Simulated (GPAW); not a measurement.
# InP: equation of state with PBE

InP:

```
In P
1.0
     0.00000    2.76883    2.76883
     2.76883    0.00000    2.76883
     2.76883    2.76883    0.00000
In P
1 1
Direct
  0.00000 0.00000 0.00000
  0.50000 0.50000 0.50000
```

Measurements of this composition are mostly on another form, of space group No. 216.

```json
{
 "Program": "GPAW 26.7.0",
 "Task": "equation of state",
 "Functional": "PBE",
 "Potentials or basis": "GPAW PAW data sets (gpaw-data 1.2.1)",
 "Cutoff": "600 eV",
 "Basis": "pw",
 "k mesh": "8 × 8 × 8",
 "Occupations": "fermi-dirac, width 0.05 eV",
 "Spin": "no spin polarisation",
 "Maxiter": "150",
 "Eos scales": "[0.94, 0.96, 0.98, 1.0, 1.02, 1.04, 1.06]"
}
```

The equilibrium volume is 21.14 Å³/atom. The bulk modulus is 74 GPa and the pressure derivative of the bulk modulus is 5.0.

Energy against volume, from the lowest point:
```tsv
volume (Å³/atom)	energy (meV/atom)
19.953	17.35
20.378	6.84
20.803	1.24
21.227	0.00
21.652	2.65
22.076	8.72
22.501	17.79
```

It took 2.6 min on 1 thread of Intel(R) Xeon(R) Platinum 8488C (Sapphire Rapids), on a shared host, peak memory 0.28 GiB.
